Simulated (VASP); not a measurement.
# Bi (C2/m) in VASP: further runs

One crystal, Bi, is run at these levels: PBE; tasks: single point.

All numbers are computed with VASP 6.6.1; they aren't measurements. Logs are shortened: lines on timing, memory, paths and dates and some standing lists are left out, and cuts for length are marked.

### 1 The structure

Symmetry: C2/m, No. 12, monoclinic system. Conventional cell: a = 6.977 Å, b = 6.265 Å, c = 3.359 Å, α = 90.00°, β = 112.04°, γ = 90.00°. Bi (site symmetry m) is surrounded by 6 Bi at 3.21 to 3.45 Å.

This isn't the form of Bi at room conditions, which is rhombohedral.

### 2 Single point, PBE

INCAR reads:

```
PREC = Accurate
ENCUT = 520
EDIFF = 1E-6
ISMEAR = 1
SIGMA = 0.15
LREAL = F
LASPH = T
NELM = 100
ALGO = Normal
ISIF = 2
LWAVE = F
LCHARG = F
GGA = PE
NBANDS = 22
ADDGRID = F
```

KPOINTS reads:

```
Automatic mesh
0
Gamma
  11 11 15
```

POSCAR reads:

```
Bi
1.0
    3.4885980000     -3.1325780000      0.0000000000
    3.4885980000      3.1325780000      0.0000000000
   -1.2602350000      0.0000000000      3.1135500000
Bi
2
Direct
    0.7530610000      0.7530610000      0.8573820000
    0.2469390000      0.2469390000      0.1426180000
```

Potentials or basis: VASP PAW PBE potentials, release 64 (Bi_d).

Launch:

```sh
cat potpaw_PBE.64/Bi_d/POTCAR > POTCAR
mpirun -np 1 vasp_std > vasp.out
```

OUTCAR:

```text
PREC = Accurate
   ENCUT = 520
   EDIFF = 1E-6
   ISMEAR = 1
   LREAL = F
   LASPH = T
   NELM = 100
   ISIF = 2
   GGA = PE

 Found    498 irreducible k-points:

 Following reciprocal coordinates:
            Coordinates               Weight
  0.000000  0.000000  0.000000      1.000000
  0.090909  0.000000  0.000000      4.000000
  0.181818 -0.000000  0.000000      4.000000
  0.272727 -0.000000 -0.000000      4.000000
  0.363636 -0.000000  0.000000      4.000000
  0.454545  0.000000  0.000000      4.000000
   k-points           NKPTS =    498   k-points in BZ     NKDIM =    498   number of bands    NBANDS=     22
   number of dos      NEDOS =    301   number of ions     NIONS =      2
   total plane-waves  NPLWV =  36288
   dimension x,y,z NGX =    36 NGY =   36 NGZ =   28
   dimension x,y,z NGXF=    72 NGYF=   72 NGZF=   56
   ions per type =               2
   NGX,Y,Z   is equivalent  to a cutoff of  12.76, 12.76, 13.86 a.u.
   NGXF,Y,Z  is equivalent  to a cutoff of  25.53, 25.53, 27.72 a.u.
 SYSTEM =  unknown system
   PREC   = accura    normal or accurate (medium, high low for compatibility)
   ISTART =      0    job   : 0-new  1-cont  2-samecut
   ICHARG =      2    charge: 1-file 2-atom 10-const
   ISPIN  =      1    spin polarized calculation?
   LNONCOLLINEAR =      F non collinear calculations
   LSORBIT =      F    spin-orbit coupling
   LASPH  =      T    aspherical Exc in radial PAW
   ENCUT  =  520.0 eV  38.22 Ry    6.18 a.u.   8.72  8.72  6.25*2*pi/ulx,y,z
   NELM   =    100;   NELMIN=  2; NELMDL= -5     # of ELM steps
   EDIFF  = 0.1E-05   stopping-criterion for ELM
   LREAL  =      F    real-space projection
   EDIFFG = 0.1E-04   stopping-criterion for IOM
   NSW    =      0    number of steps for IOM
   IBRION =     -1    ionic relax: 0-MD 1-quasi-New 2-CG
   NFREE  =      0    steps in history (QN), initial steepest desc. (CG)
   ISIF   =      2    stress and relaxation
   ISYM   =      2    0-nonsym 1-usesym 2-fastsym
   POTIM  = 0.5000    time-step for ionic-motion
   TEBEG  =    0.0;   TEEND  =   0.0 temperature during run
   PSTRESS=    0.0 pullay stress
   NELECT =      30.0000    total number of electrons
   NUPDOWN=      -1.0000    fix difference up-down
   EMIN   =  10.00;   EMAX   =-10.00  energy-range for DOS
   EFERMI =   0.00;   METHOD = LEGACY
   ISMEAR =     1;   SIGMA  =   0.15  broadening in eV -4-tet -1-fermi 0-gaus
   EFERMI_NEDOS =   21; number of points for ismear=-14 and -15
   IALGO  =     38    algorithm
   IMIX   =      4    mixing-type and parameters
     AMIX     =   0.40;   BMIX     =  1.00
     AMIX_MAG =   1.60;   BMIX_MAG =  1.00
  volume/ion in A,a.u.               =      34.03       229.62
  Fermi-wavevector in a.u.,A,eV,Ry     =   1.245955  2.354514 21.121737  1.552404
  Thomas-Fermi vector in A             =   2.380154
   LORBIT       =      0    0 simple, 1 ext, 2 COOP (PROOUT), +10 PAW based schemes
   GGA     = PE    functional components
   LHFCALC =     F    Hartree Fock is set to
   AEXX    =    0.0000 exact exchange contribution
   IVDW    =     0    specifies the selected vdW correction
   LEPSILON=     F    determine dielectric tensor
   LRPA    =     F    only Hartree local field effects (RPA)
 non-spin polarized calculation
 Methfessel and Paxton  Order N= 1 SIGMA  =   0.15
  energy-cutoff  :      520.00
  volume of cell :       68.05
 maximum number of plane-waves:      1851
   NGX = 17   NGY = 17   NGZ = 13

 number of electron      30.0000001 magnetization

 Free energy of the ion-electron system (eV)
  ---------------------------------------------------
  ext. energy  EPLUGINS =         0.00000000
  ---------------------------------------------------
  free energy    TOTEN  =        -7.68405666 eV

  energy without entropy =       -7.68454623  energy(sigma->0) =       -7.68421985

 E-fermi :   6.7258     XC(G=0):  -9.7821

 val. band max:        6.7225279121   @ k =   0.3636   0.2727   0.3333
 cond. band min:       6.7323814332   @ k =  -0.0909  -0.3636   0.2667
 fundamental gap:      0.0098535212
 Fermi energy:         6.7258498859

 k-point     1 :       0.0000    0.0000    0.0000
  band No.  band energies     occupation
      1     -16.2019      2.00000
      2     -16.1727      2.00000
      3     -16.1290      2.00000
      4     -16.1049      2.00000
      5     -16.0223      2.00000
      6     -16.0002      2.00000
[... 14 lines left out ...]
     21      14.9938      0.00000
     22      15.4849      0.00000

 k-point     2 :       0.0909    0.0000    0.0000
  band No.  band energies     occupation
      1     -16.1972      2.00000
      2     -16.1733      2.00000
      3     -16.1305      2.00000
      4     -16.1014      2.00000
      5     -16.0212      2.00000
      6     -16.0015      2.00000
[... 14 lines left out ...]
     21      15.1725      0.00000
     22      15.5818      0.00000

 k-point     3 :       0.1818   -0.0000    0.0000
  band No.  band energies     occupation
      1     -16.1844      2.00000
      2     -16.1744      2.00000
      3     -16.1340      2.00000
      4     -16.0915      2.00000
      5     -16.0197      2.00000
      6     -16.0041      2.00000
[... 14 lines left out ...]
     21      15.2001      0.00000
     22      16.1543      0.00000

 k-point     4 :       0.2727   -0.0000   -0.0000
  band No.  band energies     occupation
      1     -16.1776      2.00000
      2     -16.1653      2.00000
      3     -16.1353      2.00000
      4     -16.0762      2.00000
      5     -16.0234      2.00000
      6     -16.0035      2.00000
[... 14 lines left out ...]
     21      15.7436      0.00000
     22      16.7179      0.00000

 k-point     5 :       0.3636   -0.0000    0.0000
  band No.  band energies     occupation
      1     -16.1789      2.00000
      2     -16.1562      2.00000
      3     -16.1231      2.00000
      4     -16.0576      2.00000
      5     -16.0344      2.00000
      6     -16.0002      2.00000
[... 14 lines left out ...]
     21      15.8361      0.00000
     22      17.0492      0.00000

 k-point     6 :       0.4545    0.0000    0.0000
  band No.  band energies     occupation
      1     -16.1798      2.00000
      2     -16.1559      2.00000
      3     -16.1027      2.00000
      4     -16.0494      2.00000
      5     -16.0391      2.00000
      6     -16.0058      2.00000
[... 14 lines left out ...]
     21      15.8217      0.00000
     22      16.0713      0.00000

 [... further k-points ...]
[... 5 lines left out ...]
  --------------------------------------------------------------------------------------
  -------------------------------------------------------------------------------------
  Total        0.0155841     -0.1370895      0.0530707      0.0000000      0.0000000     -0.1196283
  in kB        0.3669059     -3.2275722      1.2494737      0.0000000      0.0000000     -2.8164741
  external PRESSURE =      -0.5370642 kB  Pullay stress =       0.0000000 kB

 VOLUME and BASIS-vectors are now :
 -----------------------------------------------------------------------------
  energy-cutoff  :      520.00
  volume of cell :       68.05
      direct lattice vectors                 reciprocal lattice vectors
     3.488598000 -3.132578000  0.000000000     0.143324052 -0.159612945  0.058011590
     3.488598000  3.132578000  0.000000000     0.143324052  0.159612945  0.058011590
    -1.260235000  0.000000000  3.113550000     0.000000000  0.000000000  0.321176792

 POSITION                                       TOTAL-FORCE (eV/Angst)
 -----------------------------------------------------------------------------------
      4.17375      0.00000      2.66950         0.025297      0.000000      0.022916
      1.54321      0.00000      0.44405        -0.025297      0.000000     -0.022916
 -----------------------------------------------------------------------------------
    total drift:                               -0.000000      0.000000      0.000000

  FREE ENERGIE OF THE ION-ELECTRON SYSTEM (eV)
  ---------------------------------------------------
  free  energy   TOTEN  =        -7.6840566604 eV

  energy  without entropy=       -7.6845462309  energy(sigma->0) =       -7.68421985
```

OSZICAR:

```text
N       E                     dE             d eps       ncg     rms          rms(c)
DAV:   1     0.304008026894E+03    0.30401E+03   -0.16171E+04 21918   0.166E+03
DAV:   2     0.177052757788E+02   -0.28630E+03   -0.27903E+03 22290   0.438E+02
DAV:   3    -0.682173396072E+01   -0.24527E+02   -0.24242E+02 26506   0.141E+02
DAV:   4    -0.764880776428E+01   -0.82707E+00   -0.82666E+00 26962   0.284E+01
DAV:   5    -0.768428302719E+01   -0.35475E-01   -0.35474E-01 31484   0.529E+00    0.760E-01
DAV:   6    -0.768256806404E+01    0.17150E-02   -0.18049E-02 28538   0.148E+00    0.461E-01
DAV:   7    -0.768387625740E+01   -0.13082E-02   -0.98000E-03 27662   0.114E+00    0.116E-01
DAV:   8    -0.768405417191E+01   -0.17791E-03   -0.10018E-03 25758   0.376E-01    0.134E-02
DAV:   9    -0.768405917825E+01   -0.50063E-05   -0.32795E-05 32922   0.490E-02    0.659E-03
DAV:  10    -0.768405638181E+01    0.27964E-05   -0.24562E-06 22014   0.170E-02    0.937E-04
DAV:  11    -0.768405666037E+01   -0.27856E-06   -0.39056E-07 14844   0.820E-03
   1 F= -.76840567E+01 E0= -.76842199E+01  d E =0.489571E-03
```

stdout:

```text
POSCAR found type information on POSCAR Bi
 POSCAR found :  1 types and       2 ions
 scaLAPACK will be used
 LDA part: xc-table for (Slater+PW92), standard interpolation
 POSCAR, INCAR and KPOINTS ok, starting setup
 FFT: planning ... GRIDC
 FFT: planning ... GRID_SOFT
 FFT: planning ... GRID
 WAVECAR not read
 entering main loop
```

Wall time 4.9 min (1 thread of Intel Xeon Platinum 8488C (Sapphire Rapids), shared host); peak memory 0.62 GiB.

These settings aren't checked as converged: the numbers below hold their error.

What came out:

- Free energy: -7.6841 eV
- Pressure: -0.1 GPa
- Largest force: 0.034 eV/Å
- Band gap on the k mesh: none (metal or under the smearing width)

Caveat: spin-orbit coupling is left out, which moves the levels of the heavy elements.

### 3 Single point, PBE

Changes to INCAR since step 2:

```diff
@@ -1,3 +1,3 @@
 PREC = Accurate
-ENCUT = 520
+ENCUT = 400
 EDIFF = 1E-6
```

KPOINTS reads:

```
Automatic mesh
0
Gamma
  13 13 18
```

POSCAR is that of step 2.

Potentials or basis: VASP PAW PBE potentials, release 64 (Bi_d).

Launch:

```sh
cat potpaw_PBE.64/Bi_d/POTCAR > POTCAR
mpirun -np 1 vasp_std > vasp.out
```

Run time: 3.7 min. Hardware: 1 thread of Intel Xeon Platinum 8488C (Sapphire Rapids), shared host; peak memory 0.67 GiB.

The run converged, but some of its settings lie outside the range that counts as converged, so its numbers aren't taken as properties of the crystal.

Results:

```
Free energy            : -7.6804 eV
Pressure               : -0.1 GPa
Largest force          : 0.040 eV/Å
Band gap on the k mesh : none (metal or under the smearing width)
```

Caveat: spin-orbit coupling is left out, which moves the levels of the heavy elements.
